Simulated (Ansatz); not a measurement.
# V_N in Si3N4 (P6_3/m): convergence with the plane-wave cutoff

Question: how much does the plane-wave cutoff change the (+1/0) level of V_N in Si3N4 (P6_3/m), and what does each choice cost? Model: a cell of 126 host atoms with 1 N taken out.

Method: plane-wave PAW DFT; relaxations with PBEsol, then single points with PBEsol, on supercells at fixed charge in a uniform background, in Ansatz 0.2.0.

## 1. Set-up

The cell holds 125 atoms: 54 Si and 71 N. Cell: a = 13.206 Å, b = 13.206 Å, c = 8.731 Å, α = 90.0°, β = 90.0°, γ = 120.0°. It derives from Si3N4 (space group P6_3/m). Nearest the centre at fractional (0.576, 0.453, 0.583): Si59 at 1.74 Å, Si100 at 1.74 Å, Si56 at 1.74 Å, N62 at 2.78 Å, N81 at 2.82 Å, N122 at 2.82 Å, N74 at 2.82 Å, N115 at 2.82 Å. The cell carries charge +1.

Known beforehand: the electronic dielectric constant, (4.29, 4.29, 4.37), and the static one, (8.29, 8.29, 8.24), computed on the host (DFPT, PBEsol).

The cell's shortest repeat is 8.7 Å.

## 2. Relaxing both charge states, PBEsol

The study needs fixed structures, so each charge is relaxed once, at one point at (¼, ¼, ¼), from small random displacements that break the symmetry of the site.

qp1.relax/input.yaml reads:

```yaml
crystal:
  lattice:
    - [11.43668587, 6.60297367, 0.0]
    - [-11.43668587, 6.60297367, 0.0]
    - [0.0, 0.0, 2.91025578]
  atoms:
    - { symbol: Si, position: [0.0195, 0.806555, 0.75] }
    - { symbol: Si, position: [0.352834, 0.473222, 0.75] }
    - { symbol: Si, position: [0.686167, 0.139889, 0.75] }
    - { symbol: Si, position: [0.212945, 0.0195, 0.25] }
    - { symbol: Si, position: [0.546278, 0.686167, 0.25] }
    - { symbol: Si, position: [0.879612, 0.352834, 0.25] }
    - { symbol: Si, position: [0.139889, 0.453722, 0.25] }
    - { symbol: Si, position: [0.473222, 0.120388, 0.25] }
    - { symbol: Si, position: [0.806555, 0.787055, 0.25] }
    - { symbol: Si, position: [0.193445, 0.212945, 0.75] }
    - { symbol: Si, position: [0.526778, 0.879612, 0.75] }
    - { symbol: Si, position: [0.860111, 0.546278, 0.75] }
    - { symbol: Si, position: [0.120388, 0.647166, 0.75] }
    - { symbol: Si, position: [0.453722, 0.313833, 0.75] }
    - { symbol: Si, position: [0.787055, 0.9805, 0.75] }
    - { symbol: Si, position: [0.313833, 0.860111, 0.25] }
    - { symbol: Si, position: [0.647166, 0.526778, 0.25] }
    - { symbol: Si, position: [0.9805, 0.193445, 0.25] }
    - { symbol: "N", position: [0.0, 0.666667, 0.75] }
    - { symbol: "N", position: [0.333333, 0.333333, 0.75] }
    - { symbol: "N", position: [0.666667, 0.0, 0.75] }
    - { symbol: "N", position: [0.0, 0.333333, 0.25] }
    - { symbol: "N", position: [0.333333, 0.0, 0.25] }
    - { symbol: "N", position: [0.666667, 0.666667, 0.25] }
    - { symbol: "N", position: [0.213458, 0.456533, 0.75] }
    - { symbol: "N", position: [0.546792, 0.123199, 0.75] }
    - { symbol: "N", position: [0.880125, 0.789866, 0.75] }
    - { symbol: "N", position: [0.090259, 0.880125, 0.25] }
    - { symbol: "N", position: [0.423592, 0.546792, 0.25] }
    - { symbol: "N", position: [0.756926, 0.213458, 0.25] }
    - { symbol: "N", position: [0.123199, 0.576408, 0.25] }
    - { symbol: "N", position: [0.456533, 0.243074, 0.25] }
    - { symbol: "N", position: [0.789866, 0.909741, 0.25] }
    - { symbol: "N", position: [0.210134, 0.090259, 0.75] }
    - { symbol: "N", position: [0.543467, 0.756926, 0.75] }
    - { symbol: "N", position: [0.876801, 0.423592, 0.75] }
    - { symbol: "N", position: [0.119875, 0.210134, 0.25] }
    - { symbol: "N", position: [0.453208, 0.876801, 0.25] }
    - { symbol: "N", position: [0.786542, 0.543467, 0.25] }
    - { symbol: "N", position: [0.243074, 0.786542, 0.75] }
    - { symbol: "N", position: [0.576408, 0.453208, 0.75] }
    - { symbol: "N", position: [0.909741, 0.119875, 0.75] }
  supercell: [1, 1, 3]
  defects: [{ vacancy: 82 }]
total_charge: 1
basis:
  ecutwfc: 420
  xc_grid: 2
hamiltonian:
  xc: pbesol
  pseudopotentials: { kind: paw, azcp: { folder: soft_1 }, xc_functional: pbe }
kpoints:
  mp_grid: { grid: [1, 1, 1], shift: [0.25, 0.25, 0.25] }
scf:
  occupations: { method: fixed }
  max_iter: 60
output:
  forces: true
  charged_corrections:
    epsilon: [4.29, 4.29, 4.37]
    static_epsilon: [8.29, 8.29, 8.24]
    defect_position: [0.576408, 0.453209, 0.583333]
relax:
  f_tol: 0.015
  max_steps: 60
  random_displacement: { amplitude: 0.04, seed: 1421 }
checkpoint:
  write: "../qp1.relax.run"
  compress: false
  write_wavefunctions: true
  write_every: 100000
```

Launch:

```console
$ ansatz run input.yaml --threads 32 --pin off --max-ram 84787MiB --backend cuda --events-out ev --progress --plain --runs-dir out --max-vram 78GiB
```

Numbers of over 12 decimals in the logs are rounded to 6 here.

The log of the run:

```text
[... repeated set-up lines and file paths are left out, and long positions are rounded to six places ...]
Engine: ansatz 0.2.0, aarch64-unknown-linux-gnu
Pseudopotentials: kind: paw
Pseudopotential: Si, paw, valence charge 4, recommended cutoff 420 eV (normal), soft_1/Si.paw.azcp
Pseudopotential: N, paw, valence charge 5, recommended cutoff 420 eV (normal), soft_1/N.paw.azcp
Functional definition: PBEsol
  exchange = pbesol_x
  correlation = pbesol_c
[...]
Crystal: 125 atoms, lattice volume = 1318.628 Å³
Basis set: ecut = 420 eV, 25805 PW (Γ), exchange–correlation on 180×180×120 points (8 copies of the dense FFT grid, shifted against one another)
Bands: 410, of which v1, the nominal top of the filled ones, is band 285 counted from 1 (284 counted from 0)
Symmetry: 1 space group operations
k-points: 1
Non-local potential: Si, projectors of the file, l = 0: 2, l = 1: 2, l = 2: 1
Non-local potential: N, projectors of the file, l = 0: 2, l = 1: 2, l = 2: 1
PAW form: soft (Blöchl's): semilocal exchange-correlation on the pseudo side does not see the compensation charge
PAW frozen core: Si, regenerated for the run's functional, and the local potential with it (the file was generated under x = pbe(κ = 0.804, μ = 0.219515), c = pbe(β = 0.066725))
PAW frozen core: N, regenerated for the run's functional, and the local potential with it (the file was generated under x = pbe(κ = 0.804, μ = 0.219515), c = pbe(β = 0.066725))
PAW one-centre angular grid: Si, 110 points (default); XC on 64 Gauss nodes
PAW one-centre angular grid: N, 110 points (default); XC on 64 Gauss nodes
Initial density: superposition of atomic densities (chi_scale 0.1, normalization cell, long waves kept (reshape's long-wave potential 0.17 eV rms))
Initial wavefunctions: pseudopotential atomic-orbital guess
[...]
Functional: x = pbesol(κ = 0.804, μ = 0.123457), c = pbesol(β = 0.046)
SCF iter   1: F=—  HF=-60684.658437 eV  |Δ(HF+E_count)|=         —  Δρ=1.49e-1  dr2=3.08e2  Hψ=1627
preconditioner: auto → Resta (q_TF=auto, 2.372 Å⁻¹)  ε∞=3.5  [insulator: Δε(μ)=3.798 eV  Ē_g=15.315 eV  n_scr=282 (ndim 8)  ℏωp=24.4 eV  f_vac=0.010  ε∞_Penn≈3.5]
SCF iter   2: F=—  HF=-60590.982702 eV  |Δ(HF+E_count)|=    9.37e1  Δρ=4.83e-2  dr2=1.74e1  Hψ=927
[...]
SCF iter   9: F=-60587.184170 eV  HF=-60587.184167 eV  |Δ(HF+E_count)|=   1.54e-5  Δρ=1.77e-5  dr2=4.47e-6  Hψ=1489
SCF 1 converged in 9 iterations: F = -60587.184170 eV  dr2 = 4.47e-6
[...]
relax step   1: F+E_penalty+E_count = -60587.18416969 eV  Δ(F+E_penalty+E_count) = +0.000e0 eV  max|allowed force component| = 2.614e0 eV/Å  Δτ_max = 0.0000 Å  (9 SCF iters, dr2 threshold 5.63e-6 eV, accepted)
[...]
relax step   2: F+E_penalty+E_count = -60589.22243000 eV  Δ(F+E_penalty+E_count) = -2.038e0 eV  max|allowed force component| = 1.523e0 eV/Å  Δτ_max = 0.0487 Å  (5 SCF iters, dr2 threshold 1.00e-4 eV, accepted)
[...]
relax step   4: F+E_penalty+E_count = -60590.34563552 eV  Δ(F+E_penalty+E_count) = +2.384e-3 eV  max|allowed force component| = 2.970e-1 eV/Å  Δτ_max = 0.0336 Å  (6 SCF iters, dr2 threshold 1.28e-6 eV, rejected (line search))
[...]
relax step   6: F+E_penalty+E_count = -60590.35351954 eV  Δ(F+E_penalty+E_count) = -8.406e-4 eV  max|allowed force component| = 2.294e-2 eV/Å  Δτ_max = 0.0127 Å  (6 SCF iters, accepted)
[...]
relax step   7: F+E_penalty+E_count = -60590.35388852 eV  Δ(F+E_penalty+E_count) = -3.690e-4 eV  max|allowed force component| = 1.280e-2 eV/Å  Δτ_max = 0.0123 Å  (5 SCF iters, accepted)
[...]
NSCF: frozen V_eff on 1 k-points
[...]
SCF converged after 5 iterations
Free energy (F): -60590.353889 eV
Harris-Foulkes:  -60590.353889 eV  (|F-HF|=1.17e-8)
Internal energy: -60590.353889 eV  (E = F + TS)
E sigma→0 (E₀):  -60590.353889 eV
Fermi energy:    7.841002 eV
--- Per-component energies (eV) ---
  E_band       = 445.715941
  E_kinetic    = 11791.103324
  E_local      = -18284.614744  (includes V_loc(G=0)·N_el)
  E_nonlocal   = 3632.671156
  E_hartree    = 6459.317106
  E_xc         = -7299.920992
  E_vxc        = -8037.083414  (∫ρ·V_xc dr)
  E_paw        = -35669.199376  (= ΣΔE_a)
  E_vpaw       = -1575.054329  (= ΣTr[D̂ρ^β])
  E_aug_tail   = 0.063568  (compensation charges beyond the density's cutoff)
  E_ewald      = -21223.473224
  E_core_change = 3.699294  (= ΣΔE_core)
  E_smearing   = -0.000000  (= −TS)
  E_closure    = -0.000000  (closes the sum)
  E_deformation_potential = 16.194943  (in the stress; not in F)
  Σ components = -60590.353889   (vs F -60590.353889, Δ=0.00e0)
--- Forces (eV/Å), atoms counted from 1 ---
  atom   1  Si    -0.00132195     0.00293698    -0.00210487
  atom   2  Si    -0.00129736     0.00242779     0.00093007
  [... 4 atoms left out ...]
  [... 119 more lines of this table ...]
  max |Σ_I F_I| component: 1.83e-4 eV/Å
--- Charged-cell corrections in eV (Makov–Payne, q = +1.000 e, ε = [8.290, 8.290, 8.240]) ---
  F (periodic)     = -60590.353889  (uncorrected; the corrections below are reported, never added to it)
  E_corr1          = +0.218410  (monopole, q²α_M/2ε̄L, of the cell on which ε is isotropic)
  F Makov-Payne    = -60590.135479  (F + E_corr1; no measured alignment; for a localised charge, not one spread in a band: unchecked)
  no potential alignment in this run, which stands beside a crystal: run the host's input off ansatz write-host-input, and read the two finished runs by ansatz place-levels (neither reads a slab, a wire or a sheet, whose cell leaves a vacuum)
--- Band table (eV) ---
  k-point 0: bands = ["-9.8691", "-9.7143", "-9.6692", "-9.2447", "-9.1834", "-9.1592", "-9.0831", "-9.0414", "-8.8981", "-8.7870", [... rest cut ...]
--- Relaxed structure (7 steps of the walk, 6 accepted, 0 SCFs on fresh bases) ---
  F+E_penalty+E_count = -60590.35388852 eV   max|allowed force component| = 1.280e-2 eV/Å
  atoms:
    - { symbol: Si, position: [0.019029, 0.806464, 0.250388] }
    - { symbol: Si, position: [0.352987, 0.473119, 0.250033] }
    [... 4 atoms left out ...]
  [... 119 more lines of this table ...]
```

Run time: 9.1 s. Hardware: 1 × NVIDIA GB200 with 32 threads of Arm Neoverse V2, shared host; peak memory 1.5 GiB; 24 s of CPU time.

The steps of the relaxation:

| step | energy less that of the first step (eV) | largest force component (eV/Å) |
| --- | --- | --- |
| 1 | 0.0000 | 2.6138 |
| 2 | -2.0383 | 1.5231 |
| 3 | -3.1638 | 0.1433 |
| 4 | -3.1615 | 0.2970 |
| 5 | -3.1685 | 0.0544 |
| 6 | -3.1693 | 0.0229 |
| 7 | -3.1697 | 0.0128 |

Relaxation step 4 was tried and not accepted.

The atoms that moved most (Å, from the sites as typed, ahead of the random displacement, the mean shift of all atoms taken out):

| atom | dx | dy | dz | length |
| --- | --- | --- | --- | --- |
| Si56 | 0.004 | -0.079 | 0.000 | 0.079 |
| N115 | 0.020 | 0.049 | -0.008 | 0.054 |
| N74 | 0.019 | 0.049 | 0.008 | 0.053 |
| N81 | 0.008 | -0.046 | 0.020 | 0.051 |
| N122 | 0.008 | -0.045 | -0.020 | 0.050 |
| N76 | 0.010 | 0.035 | 0.000 | 0.036 |
| N62 | -0.007 | 0.029 | 0.000 | 0.030 |
| Si44 | -0.028 | 0.011 | 0.000 | 0.030 |

Neighbours of the ideal centre at the end:

| atom | distance (Å) |
| --- | --- |
| Si59 | 1.727 |
| Si100 | 1.730 |
| Si56 | 1.819 |
| N62 | 2.757 |
| N81 | 2.778 |
| N74 | 2.779 |
| N122 | 2.780 |
| N115 | 2.781 |
| N66 | 2.834 |
| N107 | 2.836 |

| charge | moment set (μB) | steps | largest displacement (Å) | time |
| --- | --- | --- | --- | --- |
| 0 | 1 | 10 | 0.22 | 13 s |
| +1 | 0 | 7 | 0.08 | 9.1 s |

The relaxation ends 25 meV an atom lower than the displaced start, with a largest force component of 0.013 eV/Å.

## 3. First setting: 250 eV

Total energies converge slowly with the cutoff, but a level is a difference between cells with the same atoms, so much of the error should cancel. The host is run again at each cutoff.

qp1.e250/input.yaml reads:

```yaml
crystal:
  checkpoint: "../qp1.relax.run"
  host: checkpoint
total_charge: 1
basis:
  ecutwfc: 250
  xc_grid: 2
hamiltonian:
  xc: pbesol
  pseudopotentials: { kind: paw, azcp: { folder: soft_1 }, xc_functional: pbe }
kpoints:
  mp_grid: { grid: [1, 1, 1], shift: [0.25, 0.25, 0.25] }
scf:
  occupations: { method: fixed }
  max_iter: 60
output:
  forces: true
  charged_corrections:
    epsilon: [4.29, 4.29, 4.37]
    static_epsilon: [8.29, 8.29, 8.24]
    defect_position: [0.576408, 0.453209, 0.583333]
  eigenvalues: true
checkpoint:
  write: "../qp1.e250.run"
  compress: false
  write_wavefunctions: false
  write_every: 100000
```

The log of the run:

```text
[...]
Warning: basis.ecutwfc = 250 eV is below the records' recommended 420 eV, and the density's cutoff is lower with it unless basis.ecutrho_ratio is high enough to keep the records' density cutoff: compare with a run at a higher cutoff
crystal.checkpoint: the structure is that of <dir>, a `relax` run, at its step 7: its result, under pbesol at a charge of 1 e; 125 atoms read, 0 with a starting moment; no density is read with it (checkpoint.read); crystal.structure_sha256 for this input is
[...]
device memory: the entry about to start is reckoned to put 4.2 GiB on a device that reports 172.3 GiB free (of which the cap on the GPU budget leaves the run 78.0 GiB)
GPU FFT provider: cuFFT
GPU libraries: cuBLAS 13.8.1, cuFFT 12.4.0, cuSOLVER 12.3.2
GPU matrix products: emulated (plane waves: as basis.precision tells), large ones in fixed point in workspaces of 1.00 GiB
Crystal: 125 atoms, lattice volume = 1318.628 Å³
Basis set: ecut = 250 eV, 11819 PW (Γ), exchange–correlation on 144×144×96 points (8 copies of the dense FFT grid, shifted against one another)
Bands: 410, of which v1, the nominal top of the filled ones, is band 285 counted from 1 (284 counted from 0)
[... 1 set-up line as in the run before ...]
[...]
k-points: 1
[...]
GPU buffer pool allocated for 248832 grid points (all kernels)
GPU transforms: local potential and band sums: pruned to the plane-wave sphere, on 72×72×45
[...]
SCF iter   1: F=—  HF=-60612.347888 eV  |Δ(HF+E_count)|=         —  Δρ=1.37e-1  dr2=2.59e2  Hψ=1489
[...]
SCF iter   3: F=—  HF=-60531.106228 eV  |Δ(HF+E_count)|=    4.42e0  Δρ=2.26e-2  dr2=3.64e0  Hψ=291
automatic band count: iteration 3 solves 330 bands in place of 410: the levels show a gap, and the empty bands left out lie too high to hold charge; the band table lists the bands solved (type scf.n_extra_bands for more)
SCF iter   4: F=—  HF=-60530.389463 eV  |Δ(HF+E_count)|=   7.17e-1  Δρ=2.04e-3  dr2=7.10e-2  Hψ=293
[...]
SCF iter  11: F=-60530.437946 eV  HF=-60530.437946 eV  |Δ(HF+E_count)|=   2.91e-7  Δρ=2.36e-6  dr2=7.07e-8  Hψ=1755
SCF 1 converged in 11 iterations: F = -60530.437946 eV  dr2 = 7.07e-8
[...]
SCF converged after 11 iterations
Free energy (F): -60530.437946 eV
[...]
Internal energy: -60530.437946 eV  (E = F + TS)
E sigma→0 (E₀):  -60530.437946 eV
Fermi energy:    7.866512 eV
[...]
--- Forces (eV/Å), atoms counted from 1 ---
  atom   1  Si    -0.00896197     0.03875257    -0.00079241
  atom   2  Si    -0.00839984     0.03513697     0.00194678
  [... 4 atoms left out ...]
  [... 119 more lines of this table ...]
  max |Σ_I F_I| component: 4.72e-5 eV/Å
[...]
F Makov-Payne    = n/a  (the rows are of the electrons' constant alone; ansatz place-levels tells what screens the charge)
[...]
--- Band table (eV) ---
[...]
```

It took 1.8 s on 1 × NVIDIA GB200 with 32 threads; peak memory 1.3 GiB.

Both charges and the host at this setting go to place-levels, which corrects for the image charge and aligns the potentials.

levels.e250.yaml reads:

```yaml
host:
  run: host.e250.run
states: [q0_M1.e250.run, qp1.e250.run]
geometry_from:
  q0_M1.e250.run: q0_M1.relax.run
  qp1.e250.run: qp1.relax.run
  host.e250.run: host.relax.run
```

Launch:

```console
$ ansatz place-levels levels.e250.yaml -- --threads 32 --pin off --max-ram 84787MiB
```

The log of the run:

```text
(+1/0) 1.556 eV above the valence edge, 2.576 eV under the conduction edge
  edges by pbesol, gap 4.132 eV; the host is sampled to repeats of 15.83 Å
  the defect's cells are sampled to repeats of 15.83 Å, like sampling
  charge +1: -60530.3044 eV with its correction of +0.134 eV, at epsilon [8.29, 8.29, 8.24], aligned at sites: -0.0849 eV, mean over 93 atomic sites at or beyond 4.37 Å from the defect at [0.5764, 0.4532, 0.5833], with +0.004827 for the charge's moments and [...]
  charge 0: +0.000 eV for its dipole among its images, +0.000 omitted
  of states[1] (qp1.e250.run): how wide its charge is, is not read beside other atoms or cores, and a band state would take no correction. [...]
```

Run time: 0.2 s. Hardware: 32 threads.

At this setting the gap is 4.132 eV and (+1/0) lies 1.556 eV above the valence top.

## 4. The other settings

In the defect's inputs only the studied keys change. The next input; the others follow the same pattern (350 eV, 420 eV, 500 eV, 600 eV and 750 eV):

qp1.e300/input.yaml, as its differences from qp1.e250/input.yaml of step 3:

```diff
@@ -5,3 +5,3 @@
 basis:
-  ecutwfc: 250
+  ecutwfc: 300
   xc_grid: 2
@@ -23,3 +23,3 @@
 checkpoint:
-  write: "../qp1.e250.run"
+  write: "../qp1.e300.run"
   compress: false
```

300 eV: its level rests on band edges found in another way, so it is left out of the table.

500 eV: its level rests on band edges found in another way, so it is left out of the table.

750 eV: its level rests on band edges found in another way, so it is left out of the table.

## 5. Result against cost

Times of the states on 1 × NVIDIA GB200 with 32 threads of Arm Neoverse V2, shared host; the host is run again at each setting:

| plane-wave cutoff | gap (eV) | (+1/0) above the valence top (eV) | under the conduction bottom (eV) | level less that at 600 eV (meV) | time, both charge states | time, host and placing | peak memory of a state (GiB) |
| --- | --- | --- | --- | --- | --- | --- | --- |
| 250 eV | 4.132 | 1.556 | 2.576 | -88 | 3.7 s | 30 s | 1.3 |
| 350 eV | 4.186 | 1.642 | 2.544 | -2 | 4.2 s | 22 s | 1.3 |
| 420 eV | 4.186 | 1.643 | 2.543 | -1 | 4.7 s | 24 s | 1.3 |
| 600 eV | 4.186 | 1.644 | 2.543 | 0 | 5.4 s | 26 s | 1.4 |

## 6. Summary of results

```yaml
plus_1_over_0_level_250_ev: 1.56 eV
plus_1_over_0_level_350_ev: 1.64 eV
plus_1_over_0_level_420_ev: 1.64 eV
plus_1_over_0_level_600_ev: 1.64 eV
```

In words: Over the settings in the table the level spans 0.088 eV; from 350 eV on, both the level and its depth under the conduction bottom lie within 0.02 eV of the reference (600 eV, 1.64 eV). With 250 eV the gap moves too, by 0.05 eV. The largest miss of the level above the valence top is 88 meV, with 250 eV. The total energy of the charged cell falls by 60.2 eV over the same range, so nearly all of the basis error cancels in the level. Cell and atoms were held and forces were not judged; the files' recommended cutoff is 420 eV. Only the charges 0 and +1 were run, each from one start, so (+1/0) need not be a change between stable states. Left out of the table: 300 eV (1.62 eV), 500 eV (1.64 eV) and 750 eV (1.64 eV), placed on band edges found in another way than the rows above. Limits: one k-point off the zone centre stands for the whole zone; the images are only 8.7 Å apart; PBEsol makes the gap too small and tends to spread out bound carriers.

[Logs are printed without paths, hosts, clocks, repeated set-up lines and the standing remarks that a program may print on its own settings, such as how far it seeks lower states.]

[Hosts, paths, dates, database ids (printed as entryN), source tags and the programs' standing remarks are cut or masked in the printed files.]

[Where a table of states has a column of steps, it counts the stored structures, which are thinned; the runs took as many ionic steps or more.]

[For some hosts the program warned that the k-mesh of the response run may be too coarse for force constants and the static dielectric constant; such warnings are not shown here.]
